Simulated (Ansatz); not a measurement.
## Pt_Si in SiC (F-43m): charge-transition levels and formation energies

Wanted: the transition levels of a substitutional impurity in SiC (F-43m), from a cell of 54 host atoms with 1 Si taken out and 1 Pt put in.

Calculated with Ansatz 0.2.0; place-levels on r2SCAN runs: charge-transition levels and formation energies with image-charge correction and potential alignment at the atomic sites; PAW set soft_1.

The experiments to compare with:

“Insight into the structural, elastic and electronic properties of a new orthorhombic 6O-SiC polytype” (2020, pmc:7200658) quotes from earlier work for SiC, cubic 3C zincblende (literature value): band gap (indirect gap) 2.4 eV [literature value; measurement temperature and method not stated].

## Step 1: The structure

The cell holds 54 atoms: 26 Si, 27 C and 1 Pt. Cell: a = 9.242 Å, b = 9.242 Å, c = 9.242 Å, α = 60.0°, β = 60.0°, γ = 60.0°. It derives from SiC (space group F-43m). Nearest the centre at fractional (0.333, 0.667, 0.667): Pt35 at 0.00 Å, C30 at 1.89 Å, C34 at 1.89 Å, C36 at 1.89 Å, C18 at 1.89 Å, Si25 at 3.08 Å, Si23 at 3.08 Å, Si13 at 3.08 Å.

Known beforehand: the electronic dielectric constant, 7.06, and the static one, 10.43, computed on the host (DFPT, PBEsol, on the r2SCAN cell), and a cell off the functional's own equilibrium shifts the ionic part.

The cell's shortest repeat is 9.2 Å.

## Step 2: What was run first

Levels follow from differences of total energies between charge states, each relaxed by itself.

Random displacements of about 0.05 Å break the site symmetry at the start, so that the relaxation can reach a distorted minimum if there is one. Forces are taken on a 2×2×2 shifted mesh. The cell holds 1 electron more than the neutral one, with a uniform background that keeps it neutral on the whole. The electron count is odd, so at least one spin is unpaired; this run locks the moment at 1 μB.

The sampling was tested on the host first: at the k-points planned (1x1x1 shifted 0.25 0.25 0.25) its energy lies 0.119 eV an atom from the dense-mesh value, so the final energies take a denser sampling.

One of the inputs; charge, spin and start change from state to state.

Contents of qm1_M1.relax/input.yaml:

```yaml
crystal:
  lattice:
    - [0.0, 6.53488873, 6.53488873]
    - [6.53488873, 0.0, 6.53488873]
    - [6.53488873, 6.53488873, 0.0]
  atoms:
    - { symbol: Si, position: [0.0, 0.0, 0.0] }
    - { symbol: C, position: [0.08333333, 0.08333333, 0.08333333] }
[... 2 atom lines left out ...]
    - { symbol: Si, position: [0.0, 0.0, 0.66666667] }
    - { symbol: C, position: [0.08333333, 0.08333333, 0.75] }
[... 6 atom lines left out ...]
    - { symbol: Si, position: [0.0, 0.66666667, 0.0] }
    - { symbol: C, position: [0.08333333, 0.75, 0.08333333] }
[... 2 atom lines left out ...]
    - { symbol: Si, position: [0.0, 0.66666667, 0.66666667] }
    - { symbol: C, position: [0.08333333, 0.75, 0.75] }
[... 2 atom lines left out ...]
    - { symbol: Si, position: [0.33333333, 0.0, 0.33333333] }
[... 1 atom line left out ...]
    - { symbol: Si, position: [0.33333333, 0.0, 0.66666667] }
[... 1 atom line left out ...]
    - { symbol: Si, position: [0.33333333, 0.33333333, 0.0] }
    - { symbol: C, position: [0.41666667, 0.41666667, 0.08333333] }
[... 2 atom lines left out ...]
    - { symbol: Si, position: [0.33333333, 0.33333333, 0.66666667] }
    - { symbol: C, position: [0.41666667, 0.41666667, 0.75] }
    - { symbol: Si, position: [0.33333333, 0.66666667, 0.0] }
[... 1 atom line left out ...]
    - { symbol: Si, position: [0.33333333, 0.66666667, 0.33333333] }
    - { symbol: C, position: [0.41666667, 0.75, 0.41666667] }
    - { symbol: Pt, position: [0.33333333, 0.66666667, 0.66666667] }
    - { symbol: C, position: [0.41666667, 0.75, 0.75] }
[... 10 atom lines left out ...]
    - { symbol: Si, position: [0.66666667, 0.33333333, 0.66666667] }
[... 3 atom lines left out ...]
    - { symbol: Si, position: [0.66666667, 0.66666667, 0.33333333] }
[... 1 atom line left out ...]
    - { symbol: Si, position: [0.66666667, 0.66666667, 0.66666667] }
    - { symbol: C, position: [0.75, 0.75, 0.75] }
  host:
    repeats: [3, 3, 3]
    atoms:
      - { symbol: Si, position: [0.0, 0.0, 0.0] }
      - { symbol: C, position: [0.25, 0.25, 0.25] }
total_charge: -1
basis:
  ecutwfc: 500
  xc_grid: 2
hamiltonian:
  xc: r2scan
  pseudopotentials: { kind: paw, azcp: { folder: soft_1 } }
kpoints:
  mp_grid: { grid: [2, 2, 2], shift: [0.5, 0.5, 0.5] }
magnetization:
  spin_polarized: true
  initial_magnetization: 1
  spin_locking: { lock_magnetization: hard }
scf:
  occupations: { method: fixed }
  max_iter: 100
output:
  forces: true
  charged_corrections:
    epsilon: 7.06
    static_epsilon: 10.43
    defect_position: [0.333333, 0.666667, 0.666667]
relax:
  f_tol: 0.02
  max_steps: 80
  random_displacement: { amplitude: 0.05, seed: 3928 }
checkpoint:
  write: "../qm1_M1.relax.run"
  compress: false
  write_wavefunctions: true
  write_every: 100000
```

Command:

```bash
ansatz run input.yaml --threads 4 --pin off --max-ram 7536MiB --backend cpu --events-out ev --progress --plain --runs-dir out
```

The run of this state that the levels use, under r2SCAN:

Contents of qm1_M1.point/input.yaml:

```yaml
crystal:
  checkpoint: "../qm1_M1.relax.run"
  host: checkpoint
total_charge: -1
basis:
  ecutwfc: 500
  xc_grid: 2
hamiltonian:
  xc: r2scan
  pseudopotentials: { kind: paw, azcp: { folder: soft_1 } }
kpoints:
  mp_grid: { grid: [2, 2, 2], shift: [0.5, 0.5, 0.5] }
magnetization:
  spin_polarized: true
  initial_magnetization: 1
  spin_locking: { lock_magnetization: hard }
scf:
  occupations: { method: fixed }
  max_iter: 100
output:
  forces: true
  eigenvalues: true
  charged_corrections:
    epsilon: 7.06
    static_epsilon: 10.43
    defect_position: [0.333333, 0.666667, 0.666667]
  eigenstates: { localisation: true }
  populations: true
  efg: {}
checkpoint:
  read: "../qm1_M1.relax.run"
  write: "../qm1_M1.point.run"
  compress: false
  write_wavefunctions: false
  write_every: 100000
```

Relaxations under r2SCAN at a 2×2×2 shifted mesh; times on 4 threads of Arm Neoverse V2, shared host:

```csv
charge,moment (μB),occupations,outcome,steps,largest displacement against the far atoms (Å),time
−1,1,fixed,converged,6,0.18,6.1 min
0,0,fixed,converged,5,0.17,2.1 min
+1,1,fixed,converged,5,0.14,4.9 min
0,2,fixed,converged,10,0.17,8.9 min
```

Single points under r2SCAN at a 2×2×2 shifted mesh; times on 4 threads of Arm Neoverse V2, shared host:

```csv
charge,moment (μB),occupations,outcome,time
−1,1,fixed,converged,46 s
0,0,fixed,converged,21 s
+1,1,fixed,converged,44 s
0,2,fixed,converged,50 s
```

Distances (Å) from Pt35 to the nearest atoms after relaxation with r2SCAN:

```csv
charge,moment (μB),1.,2.,3.,4.,5.,6.
−1,1,C 2.06,C 2.06,C 2.06,C 2.08,Si 3.07,Si 3.07
0,0,C 2.04,C 2.05,C 2.05,C 2.05,Si 3.08,Si 3.08
0,2,C 2.04,C 2.04,C 2.05,C 2.06,Si 3.09,Si 3.09
+1,1,C 2.02,C 2.02,C 2.02,C 2.02,Si 3.11,Si 3.11
```

## Step 3: Levels against the band edges, r2SCAN

A charged cell interacts with its images and the background, and its potential has another zero than the host's. place-levels removes the first by a point-charge model, screened by the static dielectric constant since the ions have relaxed around the charge, and the second by comparing potentials at atoms far from the defect.

The host is a run of the defect-free crystal in the same cutoffs, grids and k-points, so that basis and sampling errors cancel in part in the differences. The host is run in a cell of 2 atoms on a matching mesh. Its band edges are searched through the zone by a band path, so the gap is smaller than, or equal to, that on the mesh. Chemical potentials are energies per atom of Si (diamond) and Pt (fcc), run with the same functional and cutoff.

Contents of levels.point.yaml:

```yaml
host:
  run: host.point.run
states: [qm1_M1.point.run, q0.point.run, qp1_M1.point.run, q0_M2.point.run]
geometry_from:
  qm1_M1.point.run: qm1_M1.relax.run
  q0.point.run: q0.relax.run
  qp1_M1.point.run: qp1_M1.relax.run
  q0_M2.point.run: q0_M2.relax.run
  host.point.run: host.relax.run
chemical_potentials:
  Si:
    energy: -639.06578
    dataset: <sha256 of the dataset>
  Pt:
    energy: -12538.255568
    dataset: "<sha256 of the dataset>"
epsilon: 7.06
static_epsilon: 10.43
vertical:
  - { from: qm1_M1.point.run, to: qm1_M1.point_neutral.run }
  - { from: qp1_M1.point.run, to: qp1_M1.point_neutral.run }
```

Command:

```bash
ansatz place-levels levels.point.yaml -- --threads 4 --pin off --max-ram 7536MiB
```

Numbers of over 12 decimals in the logs are rounded to 6 here.

The log of the run:

```text
[... repeated set-up lines and file paths are left out, and long positions are rounded to six places ...]
(+1/0) 0.893 eV above the valence edge, 0.817 eV under the conduction edge
(0/-1) 1.706 eV above the valence edge, 0.004 eV under the conduction edge
formation energy of charge +1: +4.176 eV with the Fermi level at the valence edge
formation energy of charge 0: +5.069 eV with the Fermi level at the valence edge
formation energy of charge -1: +6.775 eV with the Fermi level at the valence edge
vertical -1 to 0: no energy, since no alignment is typed
  the change from vertical[0].from (qm1_M1.point.run) to vertical[0].to (qm1_M1.point_neutral.run): by its potential at epsilon 7.06 it stands at 0.375 0.711 0.714, with an rms radius of about 1.9 Å (1.1 1.1 1.1 Å across the planes of the cell's vectors); [...]
vertical +1 to 0: no energy, since no alignment is typed
  the change from vertical[1].from (qp1_M1.point.run) to vertical[1].to (qp1_M1.point_neutral.run): by its potential at epsilon 7.06 it stands at 0.378 0.711 0.711, with an rms radius of about 2.1 Å (1.2 1.2 1.2 Å across the planes of the cell's vectors); [...]
  edges by r2scan, gap 1.710 eV; the host is sampled to repeats of 18.48 Å
  the defect's cells are sampled to repeats of 18.48 Å, like sampling
  charge +1: -35970.3085 eV with its correction of +0.572 eV, at epsilon 10.43, aligned at sites: +0.3296 eV, mean over 19 atomic sites at or beyond 4.62 Å from the defect at [0.3333, 0.6667, 0.6667], with +0.000000 for the charge's moments and without [...]
  charge 0: +0.000 eV for its dipole among its images, +0.000 omitted
  charge -1: -35948.9543 eV with its correction of -0.170 eV, at epsilon 10.43, aligned at sites: +0.4118 eV, mean over 19 atomic sites at or beyond 4.62 Å from the defect at [0.3333, 0.6667, 0.6667], with +0.000000 for the charge's moments and without [...]
  charge 0: states[3] (q0_M2.point.run) stands 0.164 eV higher, with a moment of 2.00 μB against 0.00
  of states[2] (qp1_M1.point.run): its alignment with the host at atomic sites is doubtful: the mean over the far sites moves by -0.1105 eV from their farther parts to their nearer, more than 0.05 eV. [...]
  of states[0] (qm1_M1.point.run): its alignment with the host at atomic sites is doubtful: the mean over the far sites moves by +0.1593 eV from their farther parts to their nearer, more than 0.05 eV. [...]
  of states[3] (q0_M2.point.run): band_overlap_at_count; stability_check_not_made; of the run under geometry_from: band_overlap_at_count
  of vertical[0].from (qm1_M1.point.run): band_overlap_at_count; stability_check_not_made; of the run under geometry_from: band_overlap_at_count
  of vertical[1].from (qp1_M1.point.run): stability_check_not_made
```

It took 0.32 s on 4 threads of Arm Neoverse V2, shared host.

Levels between the charges placed, in eV above the valence top:

```csv
,gap (eV),(+1/0),(0/−1)
r2SCAN,1.71,0.89,1.71
```

Corrections by state:

```csv
charge,moment (μB),image terms and alignment (eV),band filling (eV),ε used,"over the lowest of its charge, as the program ranks them, band filling apart (eV)"
+1,1.0,0.572,-,10.43,0.000
0,0.0,0.000,-,-,0.000
−1,1.0,-0.170,-,10.43,0.000
0,2.0,0.000,-,-,0.164
```

The charged structures listed were also run neutral, and place-levels reads from each pair, by the potential or the spins, how wide the charge is by which they differ; that can be the carrier of either run.

```csv
charge,rms radius (Å),spread where it is widest against the cell (Å),wide from (Å),reading
+1,2.1,1.21,1.31,narrow
−1,1.9,1.14,1.31,narrow
```

The neutral runs of these pairs need not share the spin of the lowest neutral state, and very wide values only mean spread over the cell.

From the program's caveats on the states, each cut to its opening words:

- charge +1 (1 μB): its alignment with the host at atomic sites is doubtful: the mean over the far sites moves by -0.1105 eV from their farther parts to their nearer, more than [...]
- charge +1 (1 μB), −1 (1 μB), 0 (2 μB): flagged: stability check not made
- charge −1 (1 μB): its alignment with the host at atomic sites is doubtful: the mean over the far sites moves by +0.1593 eV from their farther parts to their nearer, more than [...]
- charge −1 (1 μB), 0 (2 μB): filled levels lie above empty ones at the fixed electron count

The host's formation energy from the elements is -0.356 eV per atom; it sets how far the chemical potentials can move.

Limit set by the element alone; other compounds of these elements are not counted. Chemical potentials from the elements' reference states: C 0.00 eV, Si -0.71 eV, Pt 0.00 eV. Formation energies (C-rich), with the Fermi level at the valence top and at the conduction bottom (gap 1.71 eV):

```csv
charge,at valence top (eV),at conduction bottom (eV),correction included (eV)
+1,3.47,5.18,0.57
0,4.36,4.36,0.00
−1,6.06,4.35,-0.17
```

(Fermi level (eV), lowest formation energy (eV)): (0.00, 3.47), (0.16, 3.62), (0.31, 3.78), (0.47, 3.93), (0.62, 4.09), (0.78, 4.24), (0.93, 4.36), (1.09, 4.36), (1.24, 4.36), (1.40, 4.36), (1.55, 4.36), (1.71, 4.35)

Limit set by the element alone; other compounds of these elements are not counted. Chemical potentials from the elements' reference states: Si 0.00 eV, C -0.71 eV, Pt 0.00 eV. Formation energy by charge state (Si-rich; gap 1.71 eV):

```csv
charge,at valence top (eV),at conduction bottom (eV),correction included (eV)
+1,4.18,5.89,0.57
0,5.07,5.07,0.00
−1,6.78,5.07,-0.17
```

Fermi level (eV), lowest formation energy (eV) and a bar from the least value:
```
     0.00       4.18 
     0.16       4.33 #####
     0.31       4.49 ##########
     0.47       4.64 ################
     0.62       4.80 #####################
     0.78       4.95 ##########################
     0.93       5.07 ##############################
     1.09       5.07 ##############################
     1.24       5.07 ##############################
     1.40       5.07 ##############################
     1.55       5.07 ##############################
     1.71       5.07 ##############################
```

## Step 4: Results

```
gap of the host                                                          : 1.71 eV (r2SCAN)
level (plus 1/0)                                                         : 0.89 eV above the valence top
level (0/minus 1)                                                        : 1.71 eV above the valence top, at the conduction bottom
lowest of the charges placed, just above the valence top (0.02 eV)       : +1
lowest of the charges placed, just below the conduction bottom (0.02 eV) : 0
lowest formation energy at mid-gap of the charges run, C-rich            : 4.32 eV
lowest formation energy at mid-gap of the charges run, Si-rich           : 5.03 eV
```

**Reading.** Of the charges placed (−1, 0 and +1), the lowest changes at 0.89 eV (+1/0) above the valence top, in a gap of 1.71 eV. (0/−1) lies 0.00 eV from a band edge, less than the doubt on such levels. Charges above +1 were not placed, so these runs say nothing of levels that involve them. States placed: +1 at 1 μB; 0 at 0 μB and 2 μB; −1 at 1 μB. Other spin states or structures, where not listed, weren't placed. Pt is taken at its element; compounds, which aren't counted here, bound the chemical potentials and would shift these formation energies. The program doubts the alignment of potentials for at least one state, a sign that the cell is small. Keep in mind: r2SCAN makes the gap too small and tends to spread out bound carriers; spin–orbit coupling, which can matter with heavy atoms, is left out.

Calculation against experiment:

| quantity | measured | r2SCAN |
| --- | --- | --- |
| band gap (least gap of the host) (eV) | 2.4 | 1.71 (-0.69 eV) |

Measured values from pmc:7200658 (2020).

How well it matches: The band gap is off by -0.69 eV: a clear miss. Local and semilocal functionals usually give gaps below the measured ones. Zero-point and thermal motion shift the measured gap.

[Logs are printed without paths, hosts, clocks, repeated set-up lines and the standing remarks that a program may print on its own settings, such as how far it seeks lower states.]

[Hosts, paths, dates, database ids (printed as entryN), source tags and the programs' standing remarks are cut or masked in the printed files.]

[Where a table of states has a column of steps, it counts the stored structures, which are thinned; the runs took as many ionic steps or more.]

[A defect's name tells the site on which it was built; relaxed atoms can leave that site.]

[For some hosts the program warned that the k-mesh of the response run may be too coarse for force constants and the static dielectric constant; such warnings are not shown here.]
